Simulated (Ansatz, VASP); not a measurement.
# One calculation of Al, two programs

```
Al
1.0
     2.83108    0.00000    0.00000
    -1.41554    2.45179    0.00000
     0.00000    0.00000    4.89908
Al
2
Direct
  0.33333 0.66667 0.25000
  0.66667 0.33333 0.75000
```

Change from the starting cell: volume scaled by 1.02.

Alike in both runs: task single point; functional PBE; k mesh 11 × 11 × 6; occupations fermi-dirac, width 0.05 eV; no spin polarisation.

|  | VASP | Ansatz |
| --- | --- | --- |
| version | VASP 6.6.1 | Ansatz 0.2.0 |
| potentials or method | VASP PAW PBE potentials, release 64 (Al), cutoff 520 eV | all-electron LAPW, scalar-relativistic |

|  | VASP | Ansatz | Ansatz less VASP |
| --- | --- | --- | --- |
| gap on the k mesh at the Fermi level (eV) | none | none | - |
| pressure (GPa) | -1.3 | -1.3 | +0.03 |
| largest component of the traceless stress (GPa) | 2.73 | 2.73 | +0.007 |

A gap of «none» marks a metal or a gap that the smearing closes. Ansatz ran all-electron here, so the differences hold the error of VASP's frozen core and of both bases.
